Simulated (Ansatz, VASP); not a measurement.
# Cross-check of TiO2 between VASP and Ansatz, part 2 of 2

Aim: how closely do two programs agree when they are given the same cell, functional and k mesh? The cell is taken from a series of runs on this material, whose earlier steps may have relaxed, scaled, displaced or heated it; both programs get it as it stands. Other levels of theory on this material are compared in a session of their own.

VASP 6.6.1 and Ansatz 0.2.0.

So far: Starting point; VASP: relaxation of cell and atoms, PBEsol.

### Step 3. Ansatz: relaxation of cell and atoms, PBEsol

Level of this step: Ansatz beside VASP: Kohn-Sham DFT, plane waves, PBEsol (Ansatz).

Ansatz runs on its PAW soft_1 files.

The same cell, functional, mesh and smearing now go to Ansatz.

File input.yaml:

```yaml
crystal:
  lattice:
    - [-1.8925, 1.8925, 4.7598]
    - [1.8925, -1.8925, 4.7598]
    - [1.8925, 1.8925, -4.7598]
  atoms:
    - { symbol: Ti, position: [0.0, 0.0, 0.0] }
    - { symbol: Ti, position: [0.75, 0.25, 0.5] }
    - { symbol: O, position: [0.21017, 0.21017, 0.0] }
    - { symbol: O, position: [0.96017, 0.46017, 0.5] }
    - { symbol: O, position: [0.53983, 0.03983, 0.5] }
    - { symbol: O, position: [0.78983, 0.78983, 0.0] }
kpoints:
  mp_grid: { grid: [10, 10, 10] }
scf:
  occupations: { method: fermi_dirac, width: 0.02 }
hamiltonian:
  xc: pbesol
  pseudopotentials: { kind: paw, azcp: { folder: soft_1 }, xc_functional: pbe }
basis:
  ecutwfc: 600
output:
  forces: true
  stress: true
  write_density: true
  write_potential: true
  elf: true
  volumetric_format: npy
relax:
  f_tol: 0.005
  max_steps: 70
  cell: { stress_tol: 0.02, p_target: 0 }
```

Command:

```console
> ansatz run input.yaml --threads 4 --pin off --max-ram 10240MiB --backend cpu --events-out ev --progress --plain --runs-dir out
```

Numbers of over 12 decimals in the logs are rounded to 6 here.

The log of the run:

```text
Engine: ansatz 0.2.0, aarch64-unknown-linux-gnu
Pseudopotentials: kind: paw
Pseudopotential: Ti, paw, valence charge 12, recommended cutoff 420 eV (normal), soft_1/Ti.paw.azcp
Pseudopotential: O, paw, valence charge 6, recommended cutoff 420 eV (normal), soft_1/O.paw.azcp
Functional definition: PBEsol
  exchange = pbesol_x
  correlation = pbesol_c
Crystal: 6 atoms, lattice volume = 68.190 Å³
Basis set: ecut = 600 eV, 2299 PW (Γ), exchange–correlation on 90×90×90 points (8 copies of the dense FFT grid, shifted against one another)
Bands: 30, of which v1, the nominal top of the filled ones, is band 24 counted from 1 (23 counted from 0)
Symmetry: 16 space group operations
Space group: I41/amd (ITA 141), of the structure as read, at distance tolerance 4.1e-5 Å
k-points: 102 of 1000
Non-local potential: Ti, projectors of the file, l = 0: 3, l = 1: 2, l = 2: 3, l = 3: 1
Non-local potential: O, projectors of the file, l = 0: 2, l = 1: 2, l = 2: 1
PAW form: soft (Blöchl's): semilocal exchange-correlation on the pseudo side does not see the compensation charge
PAW frozen core: Ti, regenerated for the run's functional, and the local potential with it (the file was generated under x = pbe(κ = 0.804, μ = 0.219515), c = pbe(β = 0.066725))
PAW frozen core: O, regenerated for the run's functional, and the local potential with it (the file was generated under x = pbe(κ = 0.804, μ = 0.219515), c = pbe(β = 0.066725))
PAW one-centre angular grid: Ti, 590 points (default); XC on 64 Gauss nodes
PAW one-centre angular grid: O, 110 points (default); XC on 64 Gauss nodes
Initial density: superposition of atomic densities (chi_scale 0.1, normalization cell, long waves kept (reshape's long-wave potential 0.00 eV rms))
Initial wavefunctions: pseudopotential atomic-orbital guess
Functional: x = pbesol(κ = 0.804, μ = 0.123457), c = pbesol(β = 0.046)
SCF iter   1: F=—  HF=-7200.042926 eV  |F-HF|=—  |Δ(HF+E_count)|=         —  Δρ=5.26e-2  dr2=2.01e0  ethr=3.10e-3  ⟨swp⟩=5.8  Hψ=11140  notcnv=0
preconditioner: auto → none  [insulator: Δε(μ)=2.084 eV  Ē_g=9.702 eV  σ=0.020 eV  W_gap=1.00  n_scr=14 (ndim 8)  ℏωp=25.4 eV  f_vac=0.000  D(μ)=0.00/eV (n_scr^D=0)  ε∞_Penn≈7.9]
SCF iter   2: F=—  HF=-7199.699902 eV  |F-HF|=—  |Δ(HF+E_count)|=   3.43e-1  Δρ=2.44e-2  dr2=2.17e-1  ethr=3.10e-3  ⟨swp⟩=2.0  Hψ=5645  notcnv=0  defer=166
SCF iter   3: F=—  HF=-7199.748857 eV  |F-HF|=—  |Δ(HF+E_count)|=   4.90e-2  Δρ=6.67e-3  dr2=2.63e-2  ethr=4.52e-4  ⟨swp⟩=3.0  Hψ=4972  notcnv=0  defer=166
SCF iter   4: F=—  HF=-7199.755677 eV  |F-HF|=—  |Δ(HF+E_count)|=   6.82e-3  Δρ=7.90e-4  dr2=2.09e-4  ethr=5.48e-5  ⟨swp⟩=2.1  Hψ=4955  notcnv=0  defer=166
SCF iter   5: F=—  HF=-7199.755784 eV  |F-HF|=—  |Δ(HF+E_count)|=   1.06e-4  Δρ=1.36e-4  dr2=5.98e-6  ethr=4.36e-7  ⟨swp⟩=2.9  Hψ=6031  notcnv=0  defer=166
SCF iter   6: F=—  HF=-7199.755856 eV  |F-HF|=—  |Δ(HF+E_count)|=   7.20e-5  Δρ=2.07e-5  dr2=1.29e-7  ethr=1.25e-8  ⟨swp⟩=2.0  Hψ=4372  notcnv=0  defer=166
SCF iter   7: F=-7199.755856 eV  HF=-7199.755856 eV  |F-HF|=1.46e-9  |Δ(HF+E_count)|=   1.07e-7  Δρ=1.98e-6  dr2=1.37e-9  ethr=2.08e-10  ⟨swp⟩=7.9  Hψ=17547  notcnv=0
SCF 1 converged in 7 iterations: F = -7199.755856 eV  dr2 = 1.37e-9
  greatest PAW one-centre occupation: 0.998 electrons in one spin orbital (limit 2), on the Ti atom at site 1 (counted from 0), in its partial waves of l = 0
relax step   1: F+E_penalty+E_count = -7199.75585579 eV  Δ(F+E_penalty+E_count) = +0.000e0 eV  max|allowed force component| = 3.050e-1 eV/Å  Δτ_max = 0.0000 Å  P = -2.222 GPa  Ω = 68.190 Å³  (7 SCF iters, dr2 threshold 1.00e-7 eV, accepted)
[...]
relax step   3: F+E_penalty+E_count = -7199.77102480 eV  Δ(F+E_penalty+E_count) = -3.456e-3 eV  max|allowed force component| = 1.228e-2 eV/Å  Δτ_max = 0.0140 Å  P = +0.043 GPa  Ω = 67.887 Å³  energy of the carried Pulay correction = +3.431e-5 eV  (5 SCF iters, dr2 threshold 6.00e-7 eV, accepted)
[...]
relax step   4: F+E_penalty+E_count = -7199.77104935 eV  Δ(F+E_penalty+E_count) = -2.456e-5 eV  max|allowed force component| = 1.096e-3 eV/Å  Δτ_max = 0.0005 Å  P = +0.003 GPa  Ω = 67.890 Å³  energy of the carried Pulay correction = +3.392e-5 eV  (4 SCF iters, dr2 threshold 9.61e-8 eV, accepted)
[...]
relax step   5: F+E_penalty+E_count = -7199.77105353 eV  Δ(F+E_penalty+E_count) = -4.175e-6 eV  max|allowed force component| = 2.010e-4 eV/Å  Δτ_max = 0.0008 Å  P = -0.010 GPa  Ω = 67.905 Å³  energy of the carried Pulay correction = +3.221e-5 eV  (4 SCF iters, dr2 threshold 7.49e-9 eV, accepted)
[...]
relax step   6: F+E_penalty+E_count = -7199.77102536 eV  Δ(F+E_penalty+E_count) = +2.816e-5 eV  max|allowed force component| = 2.011e-4 eV/Å  Δτ_max = 0.0000 Å  P = -0.010 GPa  Ω = 67.905 Å³  stress off target by 1.87e-2 GPa  SCF on the basis re-selected at this cell (its energy is not comparable with the rows above)  (5 SCF iters)
basis re-selected at this cell: Δ(F+E_penalty+E_count) = +2.816e-5 eV, ΔP = -0.000 GPa vs the last step (what re-selecting the basis moved, of the pressure what is left beyond the Pulay correction that the steps carried, after the strain that the cell walked since its last selection, with what the two solves' SCF thresholds leave and, on support functions, any second-order correction that the steps lacked; it is no m [...]
SCF converged after 5 iterations
Free energy (F): -7199.771025 eV
Harris-Foulkes:  -7199.771025 eV  (|F-HF|=2.70e-10)
Internal energy: -7199.771025 eV  (E = F + TS)
E sigma→0 (E₀):  -7199.771025 eV
Fermi energy:    8.248632 eV
--- Per-component energies (eV) ---
  E_band       = -459.260392
  E_kinetic    = 1230.163092
  E_local      = -3671.281928  (includes V_loc(G=0)·N_el)
  E_nonlocal   = 327.633942
  E_hartree    = 1410.627784
  E_xc         = -514.492681
  E_vxc        = -654.448382  (∫ρ·V_xc dr)
  E_paw        = -2657.513448  (= ΣΔE_a)
  E_vpaw       = -512.583549  (= ΣTr[D̂ρ^β])
  E_aug_tail   = 0.000752  (compensation charges beyond the density's cutoff)
  E_ewald      = -3325.328459
  E_core_change = 0.419921  (= ΣΔE_core)
  E_smearing   = -0.000000  (= −TS)
  E_closure    = -0.000000  (closes the sum)
  Σ components = -7199.771025   (vs F -7199.771025, Δ=0.00e0)
--- Forces (eV/Å), atoms counted from 1 ---
  atom   1  Ti    -0.00000000     0.00000000     0.00000000
  atom   2  Ti    -0.00000000     0.00000000     0.00000000
  atom   3  O     -0.00000000    -0.00000000     0.00020109
  atom   4  O     -0.00000000     0.00000000     0.00020109
  atom   5  O     -0.00000000    -0.00000000    -0.00020109
  atom   6  O     -0.00000000     0.00000000    -0.00020109
  max |Σ_I F_I| component: 4.77e-18 eV/Å
--- Stress (GPa, compression-positive) ---
       -0.005472       0.000000      -0.000000
        0.000000      -0.005472      -0.000000
        0.000000       0.000000      -0.018657
  P = ⅓ Tr σ = -0.0099 GPa (-0.099 kbar)
--- Band table (eV; the first three rows and the last of 102) ---
  k-point 0: bands = [... 20 lower, 6.4094, 6.4094, 6.7130, 6.7130, 9.2952, 10.0430, 11.2466, 11.2466, ... 2 higher]
  k-point 1: bands = [... 20 lower, 6.2007, 6.2217, 6.4331, 6.8441, 9.7367, 10.1064, 10.8212, 11.0522, ... 2 higher]
  k-point 2: bands = [... 20 lower, 5.5969, 6.0218, 6.5763, 6.9462, 10.1461, 10.3773, 10.5385, 10.8595, ... 2 higher]
  k-point 101: bands = [... 20 lower, 5.9151, 5.9151, 7.0737, 7.0737, 9.6557, 9.6557, 10.9997, 10.9997, ... 2 higher]
--- Relaxed structure (5 steps of the walk, 5 accepted, 1 SCFs on fresh bases) ---
  F+E_penalty+E_count = -7199.77102536 eV   max|allowed force component| = 2.011e-4 eV/Å   (the final SCF, on the basis selected at the relaxed cell)
  cell:  # Å, volume = 67.9055 Å³
    - [-1.884781, 1.884781, 4.778847]
    - [1.884781, -1.884781, 4.778847]
    - [1.884781, 1.884781, -4.778847]
  atoms:
    - { symbol: Ti, position: [0, 0, 0] }
    - { symbol: Ti, position: [0.75, 0.25, 0.5] }
    - { symbol: O, position: [0.207450, 0.207450, 0] }
    - { symbol: O, position: [0.957450, 0.457450, 0.5] }
    - { symbol: O, position: [0.542550, 0.042550, 0.5] }
    - { symbol: O, position: [0.792550, 0.792550, 0] }
```

### Step 4. Side by side

Known differences besides the potentials themselves: Ansatz makes its cores anew for this functional, VASP keeps those of its PBE data sets; Ansatz adds a Pulay correction to the stress that steers its cell, VASP none. Total energies have different zeros and are not compared.

Both answers:

```tsv
quantity	Ansatz	VASP	difference
volume (Å³)	67.91	68.03	-0.18 %
edge a after relaxation, in the typed setting (Å)	5.472	5.473	-0.03 %
```

### Step 5. Outcome

| Property | Result |
| --- | --- |
| difference in volume (relaxation of cell and atoms, PBEsol) | -0.18 % |

In words: The difference in volume is -0.18 % (relaxation of cell and atoms, PBEsol), within the 1.2 % picked in this series as the mark of a large difference, as far as the stopping tolerances let one tell. 7 further runs of this series are not shown here. How closely two codes agree says nothing of how well the functional describes the real material.

[Lines on the potential files, build, host, timing and source positions are cut from VASP's logs without a mark.]

[Logs are printed without paths, hosts, clocks, repeated set-up lines and the standing remarks that a program may print on its own settings, such as how far it seeks lower states.]

[Hosts, paths, dates, database ids (printed as entryN), source tags and the programs' standing remarks are cut or masked in the printed files.]
